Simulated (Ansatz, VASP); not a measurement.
# One calculation of Bi, two programs

```
Bi
1.0
    -4.04461    4.04461    1.43056
     4.04461   -4.04461    1.43056
     4.04461    4.04461   -1.43056
Bi
1
Cartesian
  0.0000 0.0000 0.0000
```

Change from the starting cell: strain -0.050 along x and y, +0.000 along z, atoms carried along.

Alike in both runs: task single point; functional LDA; k mesh 10 × 10 × 10; occupations gaussian, width 0.05 eV; no spin polarisation.

```csv
,VASP,Ansatz
version,VASP 6.6.1,Ansatz 0.2.0
potentials or method,"VASP PAW LDA potentials, release 64 (Bi_d)","scalar-relativistic, plane waves, PAW"
plane-wave cutoff (eV),520,420
valence electrons in the cell,15,15
```

|  | VASP | Ansatz | Ansatz less VASP |
| --- | --- | --- | --- |
| gap on the k mesh at the Fermi level (eV) | none | none | - |
| pressure (GPa) | -1.0 | -0.9 | +0.07 |
| largest component of the traceless stress (GPa) | 0.91 | 0.85 | -0.063 |

A gap of «none» marks a metal or a gap that the smearing closes.

Caveats: spin-orbit coupling is left out, which moves the levels of the heavy elements.
